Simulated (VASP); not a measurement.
# ZnO (zincite) (P6_3mc) in VASP: further runs

One crystal, ZnO (zincite), is run at these levels: PBE; tasks: dielectric tensor.

Everything below comes from runs of VASP 6.6.1. Logs are shortened: lines on timing, memory, paths and dates and some standing lists are left out, and cuts for length are marked.

### Step 1. The crystal as given

Symmetry: P6_3mc, No. 186, hexagonal system. The conventional cell has a = 3.249 Å, b = 3.249 Å, c = 5.206 Å, α = 90.00°, β = 90.00°, γ = 120.00°. Around Zn (site symmetry 3m) lie 4 O at 1.97 to 1.98 Å. Around O (site symmetry 3m) lie 4 Zn at 1.97 to 1.98 Å.

### Step 2. Dielectric tensor, PBE

Input file INCAR:

```
SYSTEM = ZnO
PREC     = Accurate       ! precision mode
ENCUT    = 400            ! plane-wave cutoff, eV
EDIFF    = 1E-8           ! SCF threshold, eV
ISMEAR   = 0              ! smearing method
SIGMA    = 0.01           ! smearing width, eV
LREAL    = .FALSE.        ! projectors in reciprocal space
LASPH    = .TRUE.         ! aspherical terms in the spheres
NELM     = 100            ! most SCF steps
ALGO     = Normal         ! electronic algorithm
ISIF     = 2              ! what is computed and relaxed
LWAVE    = .FALSE.        ! write WAVECAR
LCHARG   = .FALSE.        ! write CHGCAR
GGA      = PE             ! functional
LEPSILON = .TRUE.         ! dielectric tensor by DFPT
```

Input file KPOINTS:

```
Automatic mesh
0
G
  6 6 4
  0 0 0
```

Input file POSCAR:

```
ZnO
1.0
    3.2493080000      0.0000000000      0.0000000000
   -1.6246540000      2.8139832727      0.0000000000
    0.0000000000      0.0000000000      5.2057090000
Zn O
2 2
Direct
    0.6666666667      0.3333333333      0.0000000000
    0.3333333333      0.6666666667      0.5000000000
    0.3333333333      0.6666666667      0.8790100000
    0.6666666667      0.3333333333      0.3790100000
```

Potentials or basis: VASP PAW PBE potentials, release 64 (Zn, O).

On the command line:

```console
$ cat potpaw_PBE.64/Zn/POTCAR potpaw_PBE.64/O/POTCAR > POTCAR
$ mpirun -np 1 vasp_std > vasp.out
```

OUTCAR:

```text
SYSTEM = ZnO
   PREC = Accurate
   ENCUT = 400
   EDIFF = 1E-8
   ISMEAR = 0
   LREAL = .FALSE.
   LASPH = .TRUE.
   NELM = 100
   ISIF = 2
   GGA = PE
   LEPSILON = .TRUE.

 Found     21 irreducible k-points:

 Following reciprocal coordinates:
            Coordinates               Weight
  0.000000  0.000000  0.000000      1.000000
  0.166667  0.000000  0.000000      6.000000
  0.333333 -0.000000  0.000000      6.000000
  0.500000  0.000000  0.000000      3.000000
  0.166667  0.166667  0.000000      6.000000
  0.333333  0.166667  0.000000     12.000000
   k-points           NKPTS =     21   k-points in BZ     NKDIM =     21   number of bands    NBANDS=     22
   number of dos      NEDOS =    301   number of ions     NIONS =      4
   total plane-waves  NPLWV =  20736
   dimension x,y,z NGX =    24 NGY =   24 NGZ =   36
   dimension x,y,z NGXF=    48 NGYF=   48 NGZF=   72
   ions per type =               2   2
   NGX,Y,Z   is equivalent  to a cutoff of  12.28, 12.28, 11.50 a.u.
   NGXF,Y,Z  is equivalent  to a cutoff of  24.56, 24.56, 22.99 a.u.
 SYSTEM =  ZnO
   PREC   = accura    normal or accurate (medium, high low for compatibility)
   ISTART =      0    job   : 0-new  1-cont  2-samecut
   ICHARG =      2    charge: 1-file 2-atom 10-const
   ISPIN  =      1    spin polarized calculation?
   LNONCOLLINEAR =      F non collinear calculations
   LSORBIT =      F    spin-orbit coupling
   LASPH  =      T    aspherical Exc in radial PAW
   ENCUT  =  400.0 eV  29.40 Ry    5.42 a.u.   5.30  5.30  8.49*2*pi/ulx,y,z
   NELM   =    100;   NELMIN=  2; NELMDL= -5     # of ELM steps
   EDIFF  = 0.1E-07   stopping-criterion for ELM
   LREAL  =      F    real-space projection
   EDIFFG = 0.1E-06   stopping-criterion for IOM
   NSW    =      0    number of steps for IOM
   IBRION =     -1    ionic relax: 0-MD 1-quasi-New 2-CG
   NFREE  =      0    steps in history (QN), initial steepest desc. (CG)
   ISIF   =      2    stress and relaxation
   ISYM   =      2    0-nonsym 1-usesym 2-fastsym
   POTIM  = 0.5000    time-step for ionic-motion
   TEBEG  =    0.0;   TEEND  =   0.0 temperature during run
   PSTRESS=    0.0 pullay stress
   NELECT =      36.0000    total number of electrons
   NUPDOWN=      -1.0000    fix difference up-down
   EMIN   =  10.00;   EMAX   =-10.00  energy-range for DOS
   EFERMI =   0.00;   METHOD = LEGACY
   ISMEAR =     0;   SIGMA  =   0.01  broadening in eV -4-tet -1-fermi 0-gaus
   EFERMI_NEDOS =   21; number of points for ismear=-14 and -15
   IALGO  =     38    algorithm
   IMIX   =      4    mixing-type and parameters
     AMIX     =   0.40;   BMIX     =  1.00
     AMIX_MAG =   1.60;   BMIX_MAG =  1.00
  volume/ion in A,a.u.               =      11.90        80.30
  Fermi-wavevector in a.u.,A,eV,Ry     =   1.491574  2.818667 30.270160  2.224794
  Thomas-Fermi vector in A             =   2.604212
   LORBIT       =      0    0 simple, 1 ext, 2 COOP (PROOUT), +10 PAW based schemes
   GGA     = PE    functional components
   LHFCALC =     F    Hartree Fock is set to
   AEXX    =    0.0000 exact exchange contribution
   IVDW    =     0    specifies the selected vdW correction
   LEPSILON=     T    determine dielectric tensor
   LRPA    =     F    only Hartree local field effects (RPA)
 non-spin polarized calculation
 Gauss-broadening in eV      SIGMA  =   0.01
  energy-cutoff  :      400.00
  volume of cell :       47.60
 maximum number of plane-waves:       885
 NGX is ok and might be reduce to    24
   NGX = 11   NGY = 11   NGZ = 17

--------------------------------------- Ionic step        1  -------------------------------------------

 number of electron      36.0000066 magnetization

 E-fermi :   1.2469     XC(G=0): -10.9101

 val. band max:        1.1995125688   @ k =   0.0000   0.0000   0.0000
 cond. band min:       1.9867723329   @ k =   0.0000   0.0000   0.0000
 fundamental gap:      0.7872597641
 Fermi energy:         1.2468839949

 k-point     1 :       0.0000    0.0000    0.0000
  band No.  band energies     occupation
      1     -16.8921      2.00000
      2     -16.1623      2.00000
      3      -4.4856      2.00000
      4      -4.4856      2.00000
      5      -4.4458      2.00000
      6      -4.4321      2.00000
      7      -4.2875      2.00000
      8      -4.2875      2.00000
      9      -3.3033      2.00000
     10      -3.3033      2.00000
     11      -3.0879      2.00000
     12      -3.0879      2.00000
     13      -2.8229      2.00000
     14       0.3876      2.00000
     15       0.3876      2.00000
     16       1.1344      2.00000
     17       1.1995      2.00000
     18       1.1995      2.00000
     19       1.9868      0.00000
     20       6.4088      0.00000
     21       9.4727      0.00000
     22      14.0530      0.00000

 k-point     2 :       0.1667    0.0000    0.0000
  band No.  band energies     occupation
      1     -16.7468      2.00000
      2     -16.1022      2.00000
      3      -4.6393      2.00000
      4      -4.4048      2.00000
      5      -4.3820      2.00000
      6      -4.3123      2.00000
      7      -4.1744      2.00000
      8      -4.1666      2.00000
      9      -3.3633      2.00000
     10      -3.3043      2.00000
     11      -3.0755      2.00000
     12      -2.9813      2.00000
     13      -2.8461      2.00000
     14      -0.5207      2.00000
     15       0.0349      2.00000
     16       0.0879      2.00000
     17       0.9424      2.00000
     18       1.0129      2.00000
     19       3.4694      0.00000
     20       7.4237      0.00000
     21       9.4496      0.00000
     22      12.0046      0.00000

 k-point     3 :       0.3333   -0.0000    0.0000
  band No.  band energies     occupation
      1     -16.4193      2.00000
      2     -16.0008      2.00000
      3      -4.7963      2.00000
      4      -4.4383      2.00000
      5      -4.2756      2.00000
      6      -4.0864      2.00000
      7      -3.8707      2.00000
      8      -3.7632      2.00000
      9      -3.3891      2.00000
     10      -3.2269      2.00000
     11      -3.0547      2.00000
     12      -2.9285      2.00000
     13      -2.6458      2.00000
     14      -1.9529      2.00000
     15      -1.0628      2.00000
     16      -0.6834      2.00000
     17       0.3840      2.00000
     18       0.6000      2.00000
     19       5.4686      0.00000
     20       8.7425      0.00000
     21       9.1566      0.00000
     22      10.0096      0.00000

 k-point     4 :       0.5000    0.0000    0.0000
  band No.  band energies     occupation
      1     -16.2108      2.00000
      2     -15.9891      2.00000
      3      -4.7223      2.00000
      4      -4.5245      2.00000
      5      -4.2345      2.00000
      6      -3.8682      2.00000
      7      -3.8384      2.00000
      8      -3.6853      2.00000
      9      -3.2678      2.00000
     10      -3.1286      2.00000
     11      -3.0398      2.00000
     12      -2.9677      2.00000
     13      -2.4994      2.00000
     14      -2.3313      2.00000
     15      -1.6263      2.00000
     16      -1.0871      2.00000
     17      -0.0793      2.00000
     18       0.3723      2.00000
     19       6.9726      0.00000
     20       8.0640      0.00000
     21       8.8290      0.00000
     22       9.6847      0.00000

 k-point     5 :       0.1667    0.1667    0.0000
  band No.  band energies     occupation
      1     -16.5095      2.00000
      2     -16.0213      2.00000
      3      -4.6859      2.00000
      4      -4.4805      2.00000
      5      -4.2702      2.00000
      6      -4.2129      2.00000
      7      -3.9393      2.00000
      8      -3.8434      2.00000
      9      -3.4148      2.00000
     10      -3.2827      2.00000
     11      -3.0621      2.00000
     12      -2.9210      2.00000
     13      -2.6966      2.00000
     14      -1.3379      2.00000
     15      -1.0919      2.00000
     16      -0.5146      2.00000
     17       0.5506      2.00000
     18       0.5837      2.00000
     19       5.0342      0.00000
     20       8.6216      0.00000
     21       9.5305      0.00000
     22      10.6086      0.00000

 k-point     6 :       0.3333    0.1667    0.0000
  band No.  band energies     occupation
      1     -16.2197      2.00000
      2     -15.9835      2.00000
      3      -4.6215      2.00000
      4      -4.3740      2.00000
      5      -4.2234      2.00000
      6      -4.0147      2.00000
      7      -3.7299      2.00000
      8      -3.6501      2.00000
      9      -3.3264      2.00000
     10      -3.2599      2.00000
     11      -3.0278      2.00000
     12      -2.8457      2.00000
     13      -2.6718      2.00000
     14      -2.0543      2.00000
     15      -1.6757      2.00000
     16      -1.3421      2.00000
     17      -0.1123      2.00000
     18       0.0812      2.00000
     19       7.0375      0.00000
     20       8.8753      0.00000
     21       9.1926      0.00000
     22       9.7527      0.00000

 [... further k-points ...]

  FORCE on cell =-STRESS in cart. coord.  units (eV):
  Direction    XX          YY          ZZ          XY          YZ          ZX
  --------------------------------------------------------------------------------------
  -------------------------------------------------------------------------------------
  Total        0.2442399      0.2442399      0.7304781      0.0000000      0.0000000      0.0000000
  in kB        8.2211931      8.2211931     24.5881316      0.0000000      0.0000000      0.0000000
  external PRESSURE =      13.6768393 kB  Pullay stress =       0.0000000 kB

 VOLUME and BASIS-vectors are now :
 -----------------------------------------------------------------------------
  energy-cutoff  :      400.00
  volume of cell :       47.60
      direct lattice vectors                 reciprocal lattice vectors
     3.249308000  0.000000000  0.000000000     0.307757836  0.177684070  0.000000000
    -1.624654000  2.813983273  0.000000000     0.000000000  0.355368139  0.000000000
     0.000000000  0.000000000  5.205709000     0.000000000  0.000000000  0.192096792

 POSITION                                       TOTAL-FORCE (eV/Angst)
 -----------------------------------------------------------------------------------
      1.62465      0.93799      0.00000         0.000000     -0.000000     -0.074107
     -0.00000      1.87599      2.60285        -0.000000      0.000000     -0.074107
     -0.00000      1.87599      4.57587         0.000000     -0.000000      0.074107
      1.62465      0.93799      1.97302        -0.000000      0.000000      0.074107
 -----------------------------------------------------------------------------------
    total drift:                                0.000000      0.000000     -0.000621

  FREE ENERGIE OF THE ION-ELECTRON SYSTEM (eV)
  ---------------------------------------------------
  free  energy   TOTEN  =       -17.8539673191 eV

  energy  without entropy=      -17.8539673191  energy(sigma->0) =      -17.85396732

 HEAD OF MICROSCOPIC STATIC DIELECTRIC TENSOR (INDEPENDENT PARTICLE, excluding Hartree and local field effects)
 ------------------------------------------------------
           8.205297     0.000000    -0.000000
           0.000000     8.205297     0.000000
           0.000000     0.000000     7.583796
 ------------------------------------------------------

 Free energy of the ion-electron system (eV)
  ---------------------------------------------------
  ---------------------------------------------------
  free energy    TOTEN  =        -0.97228489 eV

  energy without entropy =       -0.97228489

------------------------ aborting loop because EDIFF is reached ----------------------------------------

--------------------------------------- Ionic step        2  -------------------------------------------

------------------------ aborting loop because EDIFF is reached ----------------------------------------

--------------------------------------- Ionic step        3  -------------------------------------------

 Free energy of the ion-electron system (eV)
  ---------------------------------------------------
  ---------------------------------------------------
  free energy    TOTEN  =        -0.89065633 eV

  energy without entropy =       -0.89065633

------------------------ aborting loop because EDIFF is reached ----------------------------------------

 PIEZOELECTRIC TENSOR FIELD DIRECTION 3  (e Angst)
 -----------------------------------------------------------------------------
     1.18315  0.00000  0.00000           (  0.04581  0.00000  0.00000)
     0.00000  1.18315  0.00000           (  0.00000  0.04581  0.00000)
    -0.00000  0.00000 -2.39367           (  0.00000  0.00000 -0.11923)

 PIEZOELECTRIC TENSOR FIELD DIRECTION 3  (C/m^2)
 -----------------------------------------------------------------------------
     0.39825  0.00000  0.00000
     0.00000  0.39825  0.00000
    -0.00000  0.00000 -0.80572

 MACROSCOPIC STATIC DIELECTRIC TENSOR (including local field effects in DFT)
 ------------------------------------------------------
           8.093382    -0.000000    -0.000000
          -0.000000     8.093382     0.000000
           0.000000     0.000000     7.492274
 ------------------------------------------------------

 PIEZOELECTRIC TENSOR (including local field effects)  for field in x, y, z        (e  Angst)
          XX          YY          ZZ          XY          YZ          ZX
  --------------------------------------------------------------------------------
  x     0.00000     0.00000     0.00000    -0.00000     0.00000     1.26860
  y    -0.00000     0.00000     0.00000    -0.00000     1.26860     0.00000
  z     1.18315     1.18315    -2.39367     0.00000     0.00000     0.00000

 PIEZOELECTRIC TENSOR (including local field effects)  for field in x, y, z        (C/m^2)
          XX          YY          ZZ          XY          YZ          ZX
  --------------------------------------------------------------------------------
  x     0.00000     0.00000     0.00000    -0.00000     0.00000     0.42701
  y    -0.00000     0.00000     0.00000    -0.00000     0.42701     0.00000
  z     0.39825     0.39825    -0.80572     0.00000     0.00000     0.00000

 BORN EFFECTIVE CHARGES (including local field effects) (in |e|, cummulative output)
 ---------------------------------------------------------------------------------
 ion    1
    1     2.21773    -0.00000     0.00000
    2     0.00000     2.21773     0.00000
    3     0.00000     0.00000     2.23478
 ion    2
    1     2.21773     0.00000     0.00000
    2     0.00000     2.21773     0.00000
    3    -0.00000    -0.00000     2.23478
 ion    3
    1    -2.21773     0.00000     0.00000
    2     0.00000    -2.21773     0.00000
    3     0.00000     0.00000    -2.23478
 ion    4
    1    -2.21773     0.00000     0.00000
    2     0.00000    -2.21773     0.00000
    3     0.00000     0.00000    -2.23478
```

It took 85 s on 1 thread of Intel Xeon 6975P-C (Granite Rapids), shared host; peak memory 0.22 GiB.

The run converged, but some of its settings lie outside the range that counts as converged, so its numbers aren't taken as properties of the crystal.

What came out:

```
Band gap on the k mesh                  : 0.79 eV, direct
Electronic dielectric tensor (diagonal) : 8.09, 8.09, 7.49
Born charges (mean of the diagonal)     : Zn +2.22; O -2.22 e
```

Caveat: the cutoff is under 1.25 times the usual one of these potentials, so pressure, stress and relaxed cells hold a basis-set (Pulay) error.

(Part 1 of 2 ends here.)
